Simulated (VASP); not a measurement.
# C (Fd-3m) in VASP: notebook

The runs below take C through relaxation of cell and atoms, with PBE, LDA, PBEsol, RPBE, PBEsol0.

Everything below comes from runs of VASP 6.6.1. Logs are shortened: lines on timing, memory, paths and dates and some standing lists are left out, and cuts for length are marked.

## (1) The crystal as given

The structure is cubic, space group Fd-3m (No. 227). The conventional cell has a = 3.567 Å, b = 3.567 Å, c = 3.567 Å, α = 90.00°, β = 90.00°, γ = 90.00°. C (site symmetry -43m) has 4 C at 1.54 Å as nearest neighbours.

This isn't the form of C at room conditions, which is graphite.

## (2) Relaxation of cell and atoms, PBE

The input, INCAR:

```
  PREC = Accurate
  ENCUT = 600
  EDIFF = 1E-6
  ISMEAR = -1
  SIGMA = 0.05
  LREAL = False
  LASPH = True
  NELM = 100
  ALGO = Fast
  ISIF = 3
  LWAVE = False
  LCHARG = False
  GGA = PE
  IBRION = 2
  NSW = 40
  EDIFFG = -0.01
```

The input, KPOINTS:

```
Automatic mesh
0
Gamma
  13 13 13
```

The input, POSCAR:

```
C
1.0
    0.0000000000      1.7833700000      1.7833700000
    1.7833700000      0.0000000000      1.7833700000
    1.7833700000      1.7833700000      0.0000000000
C
2
Direct
    0.7500000000      0.7500000000      0.7500000000
    0.5000000000      0.5000000000      0.5000000000
```

Potentials or basis: VASP PAW PBE potentials, release 64 (C).

Launch:

```console
cat potpaw_PBE.64/C/POTCAR > POTCAR
mpirun -np 1 vasp_std > vasp.out
```

OUTCAR:

```text
PREC = Accurate
   ENCUT = 600
   EDIFF = 1E-6
   ISMEAR = -1
   LREAL = False
   LASPH = True
   NELM = 100
   ISIF = 3
   GGA = PE
   IBRION = 2
   NSW = 40
   EDIFFG = -0.01

 ion  position               nearest neighbor table
   1  0.750  0.750  0.750-   2 1.54   2 1.54   2 1.54   2 1.54
   2  0.500  0.500  0.500-   1 1.54   1 1.54   1 1.54   1 1.54

  LATTYP: Found a face centered cubic cell.
 ALAT       =     3.5667400000

  Lattice vectors:

 A1 = (   0.0000000000,   1.7833700000,   1.7833700000)
 A2 = (   1.7833700000,   0.0000000000,   1.7833700000)
 A3 = (   1.7833700000,   1.7833700000,   0.0000000000)

Analysis of symmetry for initial positions (statically):
=====================================================================
 Subroutine PRICEL returns:
 Original cell was already a primitive cell.

 Routine SETGRP: Setting up the symmetry group for a
 face centered cubic supercell.

 Subroutine GETGRP returns: Found 48 space group operations
 (whereof 24 operations were pure point group operations)
 out of a pool of 48 trial point group operations.

The static configuration has the point symmetry T_d .
 The point group associated with its full space group is O_h .

Analysis of symmetry for dynamics (positions and initial velocities):
=====================================================================
 Subroutine PRICEL returns:
 Original cell was already a primitive cell.

 Routine SETGRP: Setting up the symmetry group for a
 face centered cubic supercell.

 Subroutine GETGRP returns: Found 48 space group operations
 (whereof 24 operations were pure point group operations)
 out of a pool of 48 trial point group operations.

The dynamic configuration has the point symmetry T_d .
 The point group associated with its full space group is O_h .

 Subroutine INISYM returns: Found 48 space group operations
 (whereof 24 operations are pure point group operations),
 and found     1 'primitive' translations

----------------------------------------------------------------------------------------

                                     Primitive cell

  volume of cell :      11.3437

  direct lattice vectors                    reciprocal lattice vectors
     0.000000000  1.783370000  1.783370000    -0.280368067  0.280368067  0.280368067
     1.783370000  0.000000000  1.783370000     0.280368067 -0.280368067  0.280368067
     1.783370000  1.783370000  0.000000000     0.280368067  0.280368067 -0.280368067

  length of vectors
     2.522066041  2.522066041  2.522066041     0.485611737  0.485611737  0.485611737

  position of ions in fractional coordinates (direct lattice)
     0.750000000  0.750000000  0.750000000
     0.500000000  0.500000000  0.500000000

  ion indices of the primitive-cell ions
   primitive index   ion index
                 1           1
                 2           2

----------------------------------------------------------------------------------------

 KPOINTS: Automatic mesh

Automatic generation of k-mesh.
 Grid dimensions read from file:
 generate k-points for:   13   13   13

 Generating k-lattice:

  Cartesian coordinates                     Fractional coordinates (reciprocal lattice)
    -0.021566774  0.021566774  0.021566774     0.076923077  0.000000000  0.000000000
     0.021566774 -0.021566774  0.021566774     0.000000000  0.076923077  0.000000000
     0.021566774  0.021566774 -0.021566774     0.000000000  0.000000000  0.076923077

  Length of vectors
     0.037354749  0.037354749  0.037354749

  Shift w.r.t. Gamma in fractional coordinates (k-lattice)
     0.000000000  0.000000000  0.000000000

 Subroutine IBZKPT returns following result:
 ===========================================

 Found     84 irreducible k-points:

 Following reciprocal coordinates:
            Coordinates               Weight
  0.000000  0.000000  0.000000      1.000000
  0.076923  0.000000  0.000000      8.000000
  0.153846  0.000000  0.000000      8.000000
  0.230769  0.000000  0.000000      8.000000
  0.307692  0.000000  0.000000      8.000000
  0.384615  0.000000  0.000000      8.000000
[... 42 lines left out ...]
 -0.461538  0.461538  0.000000     12.000000
  0.230769  0.153846  0.076923     24.000000
 [... further k-points ...]
   k-points           NKPTS =     84   k-points in BZ     NKDIM =     84   number of bands    NBANDS=      8
   number of dos      NEDOS =    301   number of ions     NIONS =      2
   total plane-waves  NPLWV =   8000
   dimension x,y,z NGX =    20 NGY =   20 NGZ =   20
   dimension x,y,z NGXF=    40 NGYF=   40 NGZF=   40
   ions per type =               2
   NGX,Y,Z   is equivalent  to a cutoff of  13.18, 13.18, 13.18 a.u.
   NGXF,Y,Z  is equivalent  to a cutoff of  26.37, 26.37, 26.37 a.u.
 SYSTEM =  unknown system
   PREC   = accura    normal or accurate (medium, high low for compatibility)
   ISTART =      0    job   : 0-new  1-cont  2-samecut
   ICHARG =      2    charge: 1-file 2-atom 10-const
   ISPIN  =      1    spin polarized calculation?
   LNONCOLLINEAR =      F non collinear calculations
   LSORBIT =      F    spin-orbit coupling
   LASPH  =      T    aspherical Exc in radial PAW
   ENCUT  =  600.0 eV  44.10 Ry    6.64 a.u.   5.04  5.04  5.04*2*pi/ulx,y,z
   NELM   =    100;   NELMIN=  2; NELMDL= -5     # of ELM steps
   EDIFF  = 0.1E-05   stopping-criterion for ELM
   LREAL  =      F    real-space projection
   EDIFFG = -.1E-01   stopping-criterion for IOM
   NSW    =     40    number of steps for IOM
   IBRION =      2    ionic relax: 0-MD 1-quasi-New 2-CG
   NFREE  =      1    steps in history (QN), initial steepest desc. (CG)
   ISIF   =      3    stress and relaxation
   ISYM   =      2    0-nonsym 1-usesym 2-fastsym
   POTIM  = 0.5000    time-step for ionic-motion
   TEBEG  =    0.0;   TEEND  =   0.0 temperature during run
   PSTRESS=    0.0 pullay stress
   NELECT =       8.0000    total number of electrons
   NUPDOWN=      -1.0000    fix difference up-down
   EMIN   =  10.00;   EMAX   =-10.00  energy-range for DOS
   EFERMI =   0.00;   METHOD = LEGACY
   ISMEAR =    -1;   SIGMA  =   0.05  broadening in eV -4-tet -1-fermi 0-gaus
   EFERMI_NEDOS =   21; number of points for ismear=-14 and -15
   IALGO  =     68    algorithm
   IMIX   =      4    mixing-type and parameters
     AMIX     =   0.40;   BMIX     =  1.00
     AMIX_MAG =   1.60;   BMIX_MAG =  1.00
  volume/ion in A,a.u.               =       5.67        38.28
  Fermi-wavevector in a.u.,A,eV,Ry     =   1.457203  2.753714 28.891161  2.123440
  Thomas-Fermi vector in A             =   2.574032
   LORBIT       =      0    0 simple, 1 ext, 2 COOP (PROOUT), +10 PAW based schemes
   GGA     = PE    functional components
   LHFCALC =     F    Hartree Fock is set to
   AEXX    =    0.0000 exact exchange contribution
   IVDW    =     0    specifies the selected vdW correction
   LEPSILON=     F    determine dielectric tensor
   LRPA    =     F    only Hartree local field effects (RPA)
 conjugate gradient relaxation of ions
 non-spin polarized calculation
 RMM-DIIS sequential band-by-band and
  energy-cutoff  :      600.00
  volume of cell :       11.34
 maximum number of plane-waves:       388
   NGX =  9   NGY =  9   NGZ =  9

--------------------------------------- Ionic step        1  -------------------------------------------

 number of electron       7.9999999 magnetization

 Free energy of the ion-electron system (eV)
  ---------------------------------------------------
  ext. energy  EPLUGINS =         0.00000000
  ---------------------------------------------------
  free energy    TOTEN  =       -18.19006706 eV

  energy without entropy =      -18.19006706  energy(sigma->0) =      -18.19006706

------------------------ aborting loop because EDIFF is reached ----------------------------------------

  FORCE on cell =-STRESS in cart. coord.  units (eV):
  Direction    XX          YY          ZZ          XY          YZ          ZX
  --------------------------------------------------------------------------------------
  -------------------------------------------------------------------------------------
  Total        0.1241594      0.1241594      0.1241594      0.0000000      0.0000000      0.0000000
  in kB       17.5362150     17.5362150     17.5362150      0.0000000      0.0000000      0.0000000
  external PRESSURE =      17.5362150 kB  Pullay stress =       0.0000000 kB

 VOLUME and BASIS-vectors are now :
 -----------------------------------------------------------------------------
  energy-cutoff  :      600.00
  volume of cell :       11.34
      direct lattice vectors                 reciprocal lattice vectors
     0.000000000  1.783370000  1.783370000    -0.280368067  0.280368067  0.280368067
     1.783370000  0.000000000  1.783370000     0.280368067 -0.280368067  0.280368067
     1.783370000  1.783370000  0.000000000     0.280368067  0.280368067 -0.280368067
[... 37 lines left out ...]
 POSITION                                       TOTAL-FORCE (eV/Angst)
 -----------------------------------------------------------------------------------
      2.68307      2.68307      2.68307         0.000000      0.000000     -0.000000
      1.78871      1.78871      1.78871        -0.000000     -0.000000      0.000000
 -----------------------------------------------------------------------------------
    total drift:                                0.000000     -0.000000      0.000000

  FREE ENERGIE OF THE ION-ELECTRON SYSTEM (eV)
  ---------------------------------------------------
  free  energy   TOTEN  =       -18.1899541764 eV

  energy  without entropy=      -18.1899541764  energy(sigma->0) =      -18.18995418

--------------------------------------- Ionic step        3  -------------------------------------------

 number of electron       7.9999999 magnetization

 Free energy of the ion-electron system (eV)
  ---------------------------------------------------
  ext. energy  EPLUGINS =         0.00000000
  ---------------------------------------------------
  free energy    TOTEN  =       -18.19032236 eV

  energy without entropy =      -18.19032236  energy(sigma->0) =      -18.19032236

 E-fermi :  10.6064     XC(G=0): -13.2302

 val. band max:        9.6697011606   @ k =   0.0000   0.0000   0.0000
 cond. band min:      13.8034615148   @ k =   0.3846   0.3846   0.0000
 fundamental gap:      4.1337603541
 Fermi energy:        10.6064262673

 k-point     1 :       0.0000    0.0000    0.0000
  band No.  band energies     occupation
      1     -11.7521      2.00000
      2       9.6697      2.00000
      3       9.6697      2.00000
      4       9.6697      2.00000
      5      15.2487      0.00000
      6      15.2487      0.00000
      7      15.2487      0.00000
      8      22.9080      0.00000

 k-point     2 :       0.0769    0.0000    0.0000
  band No.  band energies     occupation
      1     -11.5888      2.00000
      2       8.6079      2.00000
      3       9.3922      2.00000
      4       9.3922      2.00000
      5      15.6120      0.00000
      6      15.6120      0.00000
      7      15.8729      0.00000
      8      23.0508      0.00000
[... 397 lines left out ...]
 k-point    39 :       0.3846    0.3077    0.0000
  band No.  band energies     occupation
      1      -7.3378      2.00000
      2       1.8934      2.00000
      3       3.9201      2.00000
      4       4.3184      2.00000
      5      14.2223      0.00000
      6      17.4693      0.00000
      7      23.7674      0.00000
      8      23.7942      0.00000

 k-point    40 :       0.4615    0.3077    0.0000
  band No.  band energies     occupation
      1      -6.0835      2.00000
      2       0.2992      2.00000
      3       2.7160      2.00000
      4       4.2111      2.00000
      5      14.9057      0.00000
      6      18.0830      0.00000
      7      23.9763      0.00000
      8      24.2017      0.00000

 [... further k-points ...]

------------------------ aborting loop because EDIFF is reached ----------------------------------------

  FORCE on cell =-STRESS in cart. coord.  units (eV):
  Direction    XX          YY          ZZ          XY          YZ          ZX
  --------------------------------------------------------------------------------------
  -------------------------------------------------------------------------------------
  Total       -0.0002866     -0.0002866     -0.0002866      0.0000000      0.0000000      0.0000000
  in kB       -0.0403211     -0.0403211     -0.0403211      0.0000000      0.0000000      0.0000000
  external PRESSURE =      -0.0403211 kB  Pullay stress =       0.0000000 kB

 VOLUME and BASIS-vectors are now :
 -----------------------------------------------------------------------------
  energy-cutoff  :      600.00
  volume of cell :       11.39
      direct lattice vectors                 reciprocal lattice vectors
     0.000000000  1.785790043  1.785790043    -0.279988122  0.279988122  0.279988122
     1.785790043  0.000000000  1.785790043     0.279988122 -0.279988122  0.279988122
     1.785790043  1.785790043 -0.000000000     0.279988122  0.279988122 -0.279988122

 POSITION                                       TOTAL-FORCE (eV/Angst)
 -----------------------------------------------------------------------------------
      2.67869      2.67869      2.67869         0.000000      0.000000      0.000000
      1.78579      1.78579      1.78579        -0.000000     -0.000000     -0.000000
 -----------------------------------------------------------------------------------
    total drift:                                0.000000     -0.000000      0.000000

  FREE ENERGIE OF THE ION-ELECTRON SYSTEM (eV)
  ---------------------------------------------------
  free  energy   TOTEN  =       -18.1903223628 eV

  energy  without entropy=      -18.1903223628  energy(sigma->0) =      -18.19032236

 reached required accuracy - stopping structural energy minimisation
```

Wall time 12 s (1 thread of Intel Xeon Platinum 8375C at 2.90GHz (Ice Lake), shared host); peak memory 0.12 GiB.

Results:

| Item | Value |
| --- | --- |
| Free energy | -18.1903 eV |
| Relaxed volume | 5.69 Å³/atom |
| Relaxed cell | a = 2.525 Å, b = 2.525 Å, c = 2.525 Å, α = 60.00°, β = 60.00°, γ = 60.00° |
| Space group after relaxing (to 0.05 Å) | Fd-3m (No. 227) |
| Energy gained by relaxing | 0.1 meV/atom |
| Ionic steps | 3 |
| Pressure after relaxing | 0.0 GPa |
| Band gap on the k mesh | 4.13 eV, indirect (least direct gap 5.58 eV) |

Step by step:
| step | energy change (eV) | largest force (eV/Å) | pressure (GPa) | volume (Å³) |
| --- | --- | --- | --- | --- |
| 1 | 0.0000 | 0.0000 | 1.75 | 11.34 |
| 2 | 0.0001 | 0.0000 | -2.10 | 11.45 |
| 3 | -0.0003 | 0.0000 | 0.00 | 11.39 |

Final structure:
```
CELL_PARAMETERS angstrom
0.00000 1.78579 1.78579
1.78579 0.00000 1.78579
1.78579 1.78579 0.00000
ATOMIC_POSITIONS crystal
C 0.75000 0.75000 0.75000
C 0.50000 0.50000 0.50000
```

Levels at points of the mesh, in eV from the valence-band top:
```csv
k point,band 1,band 2,band 3,band 4,band 5,band 6,band 7,band 8
"(0.00, 0.00, 0.00)",-21.42,0.00,0.00,0.00,5.58,5.58,5.58,13.24
```

Caveat: an odd mesh through Γ misses points on the zone boundary, where band edges often lie.

(Part 1 of 3 ends here.)
